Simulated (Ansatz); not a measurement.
# Ir(111) / 1 layer Os(0001) / Ir(111): resistance against film thickness

How does the resistance across the layers grow with the film in Ir(111) / 1 layer Os(0001) / Ir(111)?

Method: Ansatz plane-wave DFT, LDA, PAW files; ballistic transport by layer matching (Landauer), zero bias; PAW set soft_1, in Ansatz 0.2.0.

This is a report of a sequence of runs, with most program output left out.

### Step 1. The structure

The cell holds 9 atoms: 8 Ir and 1 Os. Cell: a = 2.715 Å, b = 2.715 Å, c = 19.924 Å, α = 90.0°, β = 90.0°, γ = 120.0°. It derives from Ir and Os. Regions: lead, 8 atoms (8 Ir); films, 1 atom (1 Os). The structure is stacked along c, and the current runs across the ab planes.

### Step 2. With 1 layer

The film is laid into the lead at the lead's in-plane lattice, and the cell closes on the lead's own image. The mesh across the current, 30×30, is finer than the density's, because channels open and close sharply across the zone. Energies from -1 to 1 eV in steps of 0.036 eV cover the slope of the Fermi function at 300 K, so the program can form a conductance.

input.yaml reads:

```yaml
crystal:
  lattice:
    - [2.7148657757, 0.0, 0.0]
    - [-1.3574328878, 2.3511427296, 0.0]
    - [0.0, 0.0, 19.9239915202]
  atoms:
    - { symbol: Ir, position: [0.0, 0.0, 0.055628377] }
    - { symbol: Ir, position: [0.3333333333, 0.6666666667, 0.166885131] }
    - { symbol: Ir, position: [0.6666666667, 0.3333333333, 0.278141885] }
    - { symbol: Ir, position: [0.0, 0.0, 0.389398639] }
    - { symbol: Os, position: [0.3333333333, 0.6666666667, 0.5] }
    - { symbol: Ir, position: [0.6666666667, 0.3333333333, 0.610601361] }
    - { symbol: Ir, position: [0.0, 0.0, 0.721858115] }
    - { symbol: Ir, position: [0.3333333333, 0.6666666667, 0.833114869] }
    - { symbol: Ir, position: [0.6666666667, 0.3333333333, 0.944371623] }
kpoints:
  mp_grid: { grid: [16, 16, 2] }
hamiltonian:
  xc: lda
  pseudopotentials: { kind: paw, azcp: { folder: soft_1 }, xc_functional: pbe }
scf:
  occupations: { method: fermi_dirac, width: 0.1 }
output:
  transmission: { leads: [[0, 1]], kmesh: [30, 30], e_range: [-1.0, 1.0], de: 0.036 }
  write_potential: true
  write_density: true
  volumetric_format: npy
  elf: true
```

The run is started by

```bash
ansatz run input.yaml --threads 4 --pin off --max-ram 8192MiB --backend cpu --events-out ev --progress --plain --runs-dir out
```

Elapsed: 1.7 min, on 4 threads of Arm Neoverse V1, shared host; peak memory 0.82 GiB; 6.1 min of CPU time.

This step gave:

| Property | Result |
| --- | --- |
| free energy | -104435.9532 eV |
| energy at zero smearing | -104435.8137 eV |
| Fermi energy | 25.45 eV |
| cell area | 6.383 Å² |
| step of the lead's potential | 6.2 meV |
| ballistic conductance of the lead | 1.94e15 S/m² |
| estimated errors of the lead's conductance | 0, 6, 0 % (band edges, k-mesh, distance from neutral) |
| lead conductance per cell | 1.599 G₀ |
| conductance of the junction | 1.42e15 S/m² |
| junction conductance per cell | 1.173 G₀ |
| estimated errors of the junction's conductance | 0.2, 0.8, 5.3, 2.2, 0 % (energy step, band edges, k-mesh, leads' steps, distance from neutral) |
| area resistance that the stack adds (contact term taken off, spin by spin) | 0.1874 fΩ m² |

Per spin. Transmission, zone mean against energy, zero at the Fermi level:

| energy (eV) | transmission, zone mean |
| --- | --- |
| -1.000 | 1.18 |
| -0.928 | 1.13 |
| -0.856 | 1.10 |
| -0.784 | 1.07 |
| -0.712 | 1.08 |
| -0.676 | 1.10 |
| -0.604 | 1.12 |
| -0.532 | 1.14 |
| -0.460 | 1.12 |
| -0.388 | 1.10 |
| -0.316 | 1.08 |
| -0.244 | 1.10 |
| -0.172 | 1.13 |
| -0.100 | 1.16 |
| -0.028 | 1.18 |
| 0.008 | 1.18 |
| 0.080 | 1.17 |
| 0.152 | 1.18 |
| 0.224 | 1.17 |
| 0.296 | 1.20 |
| 0.368 | 1.21 |
| 0.440 | 1.23 |
| 0.512 | 1.26 |
| 0.584 | 1.30 |
| 0.656 | 1.27 |
| 0.692 | 1.25 |
| 0.764 | 1.21 |
| 0.836 | 1.12 |
| 0.908 | 1.07 |
| 0.980 | 1.01 |

Per spin. Open channels, zone mean, lead against energy, zero at the Fermi level:

| energy (eV) | open channels, zone mean, lead |
| --- | --- |
| -1.000 | 1.56 |
| -0.892 | 1.48 |
| -0.820 | 1.44 |
| -0.712 | 1.48 |
| -0.640 | 1.54 |
| -0.532 | 1.59 |
| -0.424 | 1.46 |
| -0.352 | 1.45 |
| -0.244 | 1.51 |
| -0.136 | 1.57 |
| -0.064 | 1.61 |
| 0.008 | 1.59 |
| 0.044 | 1.62 |
| 0.116 | 1.66 |
| 0.224 | 1.63 |
| 0.332 | 1.71 |
| 0.404 | 1.79 |
| 0.512 | 1.90 |
| 0.620 | 2.05 |
| 0.692 | 2.00 |
| 0.800 | 1.90 |
| 0.872 | 1.84 |
| 0.980 | 1.55 |

Transmission over k1 and k2. At 0.0080 eV from the Fermi level.

Ten even steps from '0' (0.00) to '9' (2.19), each cell a mean:
```
788364444444647887312344432136
555366444444564655310023331002
256575478888745656522012222102
445555664444466555544333202333
444465777654567765644444322344
444494678876778876485444431134
444493658777777786547644431003
344493647777666777645574432112
455574647776666667775647456344
755546768776655566777776556378
887475778776655556677887657388
787355567777665555667787765547
555366465667766666667775646565
222134458454777666667774639444
430023444855577777777775639444
442013444467567887777886639444
443323444445757776545677757444
443321333444556666555556654554
331221222133665654677777457565
420013332001344556544444465444
752013443211378855644444446388
886323444432378886434444443378
```
Columns: k1 (b1) from -0.5 to 0.467; rows upwards: k2 (b2) from -0.5 to 0.467.

Open channels over k1 and k2. At 0.0080 eV from the Fermi level.

Ten even steps from '_' (0.00) to '@' (3.47), each cell a mean:
```
++++++::++--::::::::::::++--++++++++::::::::::::::::::::::++
======::++++==::::::::::++++========::::__..::::::::::__..::
====++++@@++--++########++--++@@++++++==::::::==::::==::::::
::::==++==++++++++------++++++++++==++::::::::::::__::::::::
::::::====++++++++++++++++++++++++==++::::::::::::::==::::::
::::::::%%++++++++++++++++++++++++++++##--::::::::::--::::::
::::::::%%::++++++++++++++++++++++++++==**++::::::::::__..::
==::::::%%::++++++++++++++++++++++++++++====**::::::==....::
--==++++++++++++++++++++++++++++++++++++++++++++++++++::----
++====++==++++++++++++++++++++++++++++++++++++++==++++::++++
++++++--@@++++++++++++++++++++++++++++++++++++++++++@@::++++
++++++::++++==++++++++++++++++++++++++++++++++++++++++++--==
======::++++==++++++++++++++++++++++++++++++++++++++==++++==
++::::::++------##--++++++++++++++++++++++++++++++--%%------
::::____::::::::::**====++++++++++++++++++++++++++::%%::::::
::::::..::::::::::::++**++++++++++++++++++++++++++==%%::::::
::::::::++::::::::::::--++++++++++++++++++++++++++++++--::::
::::::::::..::::::::::::++==++++++++++======++++++++==++==::
==::::::==..::==::::::==++++++@@++--++******##++--++@@++++==
--::____--::::--::____--------==++++++----------==++**------
++==::..::::::::::::..::::++++++====++::::::::::::==++::++++
++++==::==::::::::::::==::++++++++==--==::::::::::::++::++++
```
Columns: k1 (b1) from -0.5 to 0.467; rows upwards: k2 (b2) from -0.5 to 0.467.

Electrostatic potential energy in the ca plane at fractional y = 0.667, with atoms of Ir and Os within 0.2 Å of it. With pseudopotentials it is smooth inside the atoms' cores, unlike the true potential.

Ten even steps from '0' (-49 eV) to '9' (27 eV), each cell a mean:
```
55799999999865689865689999999865689875589999
55799999999865689865689998999865689875589999
77899866799877799977799876689987799987789976
99998521379998999999999631269998999999999741
99998300159999999999998400038999999999999610
99998300159999999999998400038999999999999610
99998511379999999999999621258999999999999731
77899865789987899987899865689987799987789975
```
Columns run along c (16.0 Å, from fractional 0.04 to 0.85 of the cell; values clipped at the 3rd and 97th percentile), rows up along a (2.7 Å). Atoms in or near the plane, at fractional coordinates: Ir at (0.17, 0.33), Os at (0.50, 0.33), Ir at (0.83, 0.33).

ELF in the ca plane at fractional y = 0.667, with atoms of Ir and Os within 0.2 Å of it. It is the smooth field of the valence electrons, not physical close to the nuclei.

Ten even steps from '0' (0.16) to '9' (0.58), each cell a mean:
```
56522233322366433346633334333356533346642233
56522233322366433346533334433356533346642233
44333355433344323234333345433334423234433345
32233699843323211123233489953323321123233489
33333887952333200023332698972333210023332498
23333887952333200023332697972333210023332497
33233799843323211123333599953333211123233489
44333356433234322234333346523334322234433346
```
Columns run along c (16.0 Å, from fractional 0.04 to 0.85 of the cell), rows up along a (2.7 Å). Atoms in or near the plane, at fractional coordinates: Ir at (0.17, 0.33), Os at (0.50, 0.33), Ir at (0.83, 0.33).

Valence density in the ca plane at fractional y = 0.667, with atoms of Ir and Os within 0.2 Å of it. It is the smooth field of the valence electrons, not physical close to the nuclei.

Values in e/Å³, 5 rows by 16 columns, each cell a mean:
```
1.7 0.4 0.5 0.4 1.4 0.9 1.0 1.3 0.4 0.5 0.5 1.7 0.6 1.6 0.7 0.4
1.0 0.4 1.4 0.6 0.9 0.7 0.7 0.9 0.6 1.3 0.5 1.1 0.4 1.0 0.6 1.1
0.4 0.8 6.4 1.9 0.4 0.3 0.3 0.4 2.0 5.5 0.6 0.4 0.2 0.4 0.4 4.5
0.4 0.9 7.6 2.3 0.3 0.3 0.3 0.4 2.5 6.6 0.7 0.4 0.2 0.3 0.4 5.5
0.8 0.5 2.6 0.8 0.7 0.5 0.6 0.7 0.9 2.3 0.5 0.7 0.4 0.8 0.5 1.9
```
Columns run along c (16.0 Å, from fractional 0.04 to 0.85 of the cell), rows up along a (2.7 Å). Atoms in or near the plane, at fractional coordinates: Ir at (0.17, 0.33), Os at (0.50, 0.33), Ir at (0.83, 0.33).

The lead's potential steps by 6.2 meV from period to period, small in itself. The program estimates the junction's conductance to 5.3 % from the k-mesh, 0 % from the leads' distance from neutral and 2.2 % from their steps.

By hand: 1/G − 1/G_lead = 1/1.423 − 1/1.941 = 0.187 fΩ m² with G in 10¹⁵ S/m².

### Step 3. With 3 layers, k-mesh 16×16×1, film layers 3

The stack now holds 3 film layers; the k-mesh follows the cell, and the energies span -0.27 to 0.27 eV.

System of this step: Ir(111) / 3 layers Os(0001) / Ir(111). The cell holds 11 atoms: 8 Ir and 3 Os. Its edges and angles: a = 2.715 Å, b = 2.715 Å, c = 24.305 Å, α = 90.0°, β = 90.0°, γ = 120.0°. It derives from Ir and Os. Regions: lead, 8 atoms (8 Ir); films, 3 atoms (3 Os). The structure is stacked along c, and the current runs across the ab planes.

input.yaml reads:

```yaml
crystal:
  lattice:
    - [2.7148657757, 0.0, 0.0]
    - [-1.3574328878, 2.3511427296, 0.0]
    - [0.0, 0.0, 24.3051165842]
  atoms:
    - { symbol: Ir, position: [0.0, 0.0, 0.0456010695] }
    - { symbol: Ir, position: [0.3333333333, 0.6666666667, 0.1368032086] }
    - { symbol: Ir, position: [0.6666666667, 0.3333333333, 0.2280053477] }
    - { symbol: Ir, position: [0.0, 0.0, 0.3192074868] }
    - { symbol: Os, position: [0.3333333333, 0.6666666667, 0.4098723709] }
    - { symbol: Os, position: [0.6666666667, 0.3333333333, 0.5] }
    - { symbol: Os, position: [0.3333333333, 0.6666666667, 0.5901276291] }
    - { symbol: Ir, position: [0.6666666667, 0.3333333333, 0.6807925132] }
    - { symbol: Ir, position: [0.0, 0.0, 0.7719946523] }
    - { symbol: Ir, position: [0.3333333333, 0.6666666667, 0.8631967914] }
    - { symbol: Ir, position: [0.6666666667, 0.3333333333, 0.9543989305] }
kpoints:
  mp_grid: { grid: [16, 16, 1] }
hamiltonian:
  xc: lda
  pseudopotentials: { kind: paw, azcp: { folder: soft_1 }, xc_functional: pbe }
scf:
  occupations: { method: fermi_dirac, width: 0.1 }
output:
  transmission:
    leads: [[0, 1]]
    kmesh: [30, 30]
    e_range: [-0.27, 0.27]
    de: 0.036
  write_potential: true
  write_density: true
  volumetric_format: npy
```

It took 63 s on 4 threads; peak memory 0.84 GiB; 3.6 min of CPU time.

This step gave:

```yaml
free_energy: -126674.9693 eV
energy_at_zero_smearing: -126674.8076 eV
fermi_energy: 25.50 eV
step_of_the_lead_s_potential: 4.6 meV
estimated_errors_of_the_lead_s_conductance: 0, 6.1, 0 % (band edges, k-mesh, distance from neutral)
conductance_of_the_junction: 1.03e15 S/m²
junction_conductance_per_cell: 0.8452 G₀
estimated_errors_of_the_junction_s_conductance: 0.2, 0, 5.3, 1.6, 0 % (energy step, band edges, k-mesh, leads' steps, distance from neutral)
area_resistance_that_the_stack_adds_contact_term_taken_off_spin_by_spin: 0.4593 fΩ m²
```

Per spin. Table of transmission, zone mean by energy, zero at the Fermi level:

| energy (eV) | transmission, zone mean |
| --- | --- |
| -0.270 | 0.825 |
| -0.234 | 0.823 |
| -0.198 | 0.828 |
| -0.162 | 0.834 |
| -0.126 | 0.837 |
| -0.090 | 0.824 |
| -0.054 | 0.835 |
| -0.018 | 0.843 |
| 0.018 | 0.851 |
| 0.054 | 0.858 |
| 0.090 | 0.853 |
| 0.126 | 0.854 |
| 0.162 | 0.850 |
| 0.198 | 0.840 |
| 0.234 | 0.844 |
| 0.270 | 0.845 |

The conductance of the junction is 1.0e15 S/m², 28 % under the 1.4e15 S/m² of the last finished run.

### Step 4. With 5 layers, k-mesh 16×16×1, film layers 5

The stack now holds 5 film layers; the k-mesh follows the cell, and the energies span -0.27 to 0.27 eV.

System of this step: Ir(111) / 5 layers Os(0001) / Ir(111). The cell holds 13 atoms: 8 Ir and 5 Os. Its edges and angles: a = 2.715 Å, b = 2.715 Å, c = 28.686 Å, α = 90.0°, β = 90.0°, γ = 120.0°. It derives from Ir and Os. Regions: lead, 8 atoms (8 Ir); films, 5 atoms (5 Os). The structure is stacked along c, and the current runs across the ab planes.

input.yaml, the sections that differ from step 3:

```yaml
crystal:
  lattice:
    - [2.7148657757, 0.0, 0.0]
    - [-1.3574328878, 2.3511427296, 0.0]
    - [0.0, 0.0, 28.6862416482]
  atoms:
    - { symbol: Ir, position: [0.0, 0.0, 0.0386366163] }
    - { symbol: Ir, position: [0.3333333333, 0.6666666667, 0.1159098489] }
    - { symbol: Ir, position: [0.6666666667, 0.3333333333, 0.1931830815] }
    - { symbol: Ir, position: [0.0, 0.0, 0.2704563141] }
    - { symbol: Os, position: [0.3333333333, 0.6666666667, 0.3472743443] }
    - { symbol: Os, position: [0.6666666667, 0.3333333333, 0.4236371722] }
    - { symbol: Os, position: [0.3333333333, 0.6666666667, 0.5] }
    - { symbol: Os, position: [0.6666666667, 0.3333333333, 0.5763628278] }
    - { symbol: Os, position: [0.3333333333, 0.6666666667, 0.6527256557] }
    - { symbol: Ir, position: [0.6666666667, 0.3333333333, 0.7295436859] }
    - { symbol: Ir, position: [0.0, 0.0, 0.8068169185] }
    - { symbol: Ir, position: [0.3333333333, 0.6666666667, 0.8840901511] }
    - { symbol: Ir, position: [0.6666666667, 0.3333333333, 0.9613633837] }
# kpoints, hamiltonian, scf, output: as in step 3
```

Wall time 72 s (4 threads); peak memory 1 GiB; 4.3 min of CPU time.

Numbers from this step:

- free energy: -148914.0048 eV
- energy at zero smearing: -148913.8187 eV
- Fermi energy: 25.52 eV
- step of the lead's potential: 6.7 meV
- lead conductance per cell: 1.598 G₀
- conductance of the junction: 9.22e14 S/m²
- junction conductance per cell: 0.7600 G₀
- estimated errors of the junction's conductance: 0, 0.2, 4.4, 3.3, 0 % (energy step, band edges, k-mesh, leads' steps, distance from neutral)
- area resistance that the stack adds (contact term taken off, spin by spin): 0.5686 fΩ m²

Per spin. Table of transmission, zone mean by energy, zero at the Fermi level:

| energy (eV) | transmission, zone mean |
| --- | --- |
| -0.270 | 0.727 |
| -0.234 | 0.719 |
| -0.198 | 0.725 |
| -0.162 | 0.734 |
| -0.126 | 0.746 |
| -0.090 | 0.751 |
| -0.054 | 0.761 |
| -0.018 | 0.768 |
| 0.018 | 0.755 |
| 0.054 | 0.757 |
| 0.090 | 0.752 |
| 0.126 | 0.764 |
| 0.162 | 0.769 |
| 0.198 | 0.759 |
| 0.234 | 0.775 |
| 0.270 | 0.771 |

The conductance of the junction is 9.2e14 S/m², 10 % under the 1.0e15 S/m² of the last finished run.

### Step 5. With 7 layers, k-mesh 16×16×1, film layers 7

The stack now holds 7 film layers; the k-mesh follows the cell, and the energies span -0.27 to 0.27 eV.

System of this step: Ir(111) / 7 layers Os(0001) / Ir(111). The cell holds 15 atoms: 8 Ir and 7 Os. Its edges and angles: a = 2.715 Å, b = 2.715 Å, c = 33.067 Å, α = 90.0°, β = 90.0°, γ = 120.0°. It derives from Ir and Os. Regions: lead, 8 atoms (8 Ir); films, 7 atoms (7 Os). The structure is stacked along c, and the current runs across the ab planes.

input.yaml, the sections that differ from step 4:

```yaml
crystal:
  lattice:
    - [2.7148657757, 0.0, 0.0]
    - [-1.3574328878, 2.3511427296, 0.0]
    - [0.0, 0.0, 33.0673667122]
  atoms:
    - { symbol: Ir, position: [0.0, 0.0, 0.0335176164] }
    - { symbol: Ir, position: [0.3333333333, 0.6666666667, 0.1005528491] }
    - { symbol: Ir, position: [0.6666666667, 0.3333333333, 0.1675880818] }
    - { symbol: Ir, position: [0.0, 0.0, 0.2346233146] }
    - { symbol: Os, position: [0.3333333333, 0.6666666667, 0.3012636551] }
    - { symbol: Os, position: [0.6666666667, 0.3333333333, 0.3675091034] }
    - { symbol: Os, position: [0.3333333333, 0.6666666667, 0.4337545517] }
    - { symbol: Os, position: [0.6666666667, 0.3333333333, 0.5] }
    - { symbol: Os, position: [0.3333333333, 0.6666666667, 0.5662454483] }
    - { symbol: Os, position: [0.6666666667, 0.3333333333, 0.6324908966] }
    - { symbol: Os, position: [0.3333333333, 0.6666666667, 0.6987363449] }
    - { symbol: Ir, position: [0.6666666667, 0.3333333333, 0.7653766854] }
    - { symbol: Ir, position: [0.0, 0.0, 0.8324119182] }
    - { symbol: Ir, position: [0.3333333333, 0.6666666667, 0.8994471509] }
    - { symbol: Ir, position: [0.6666666667, 0.3333333333, 0.9664823836] }
# kpoints, hamiltonian, scf, output: as in step 4
```

It took 98 s on 4 threads; peak memory 1.3 GiB; 5.7 min of CPU time.

Numbers from this step:

* free energy: -171153.0810 eV
* energy at zero smearing: -171152.8793 eV
* Fermi energy: 25.55 eV
* step of the lead's potential: 3.6 meV
* lead conductance per cell: 1.599 G₀
* conductance of the junction: 8.33e14 S/m²
* junction conductance per cell: 0.6861 G₀
* estimated errors of the junction's conductance: 0.7, 0.3, 3.8, 2.5, 0 % (energy step, band edges, k-mesh, leads' steps, distance from neutral)
* area resistance that the stack adds (contact term taken off, spin by spin): 0.6853 fΩ m²

Per spin. The transmission, zone mean by energy, zero at the Fermi level:

| energy (eV) | transmission, zone mean |
| --- | --- |
| -0.270 | 0.715 |
| -0.234 | 0.718 |
| -0.198 | 0.706 |
| -0.162 | 0.705 |
| -0.126 | 0.698 |
| -0.090 | 0.683 |
| -0.054 | 0.684 |
| -0.018 | 0.685 |
| 0.018 | 0.682 |
| 0.054 | 0.693 |
| 0.090 | 0.699 |
| 0.126 | 0.718 |
| 0.162 | 0.746 |
| 0.198 | 0.771 |
| 0.234 | 0.792 |
| 0.270 | 0.806 |

The conductance of the junction is 8.3e14 S/m², 9.7 % under the 9.2e14 S/m² of the last finished run.

(Part 1 of 2 ends here.)

[Logs are printed without paths, hosts, clocks, repeated set-up lines and the standing remarks that a program may print on its own settings, such as how far it seeks lower states.]

[Hosts, paths, dates, database ids (printed as entryN), source tags and the programs' standing remarks are cut or masked in the printed files.]
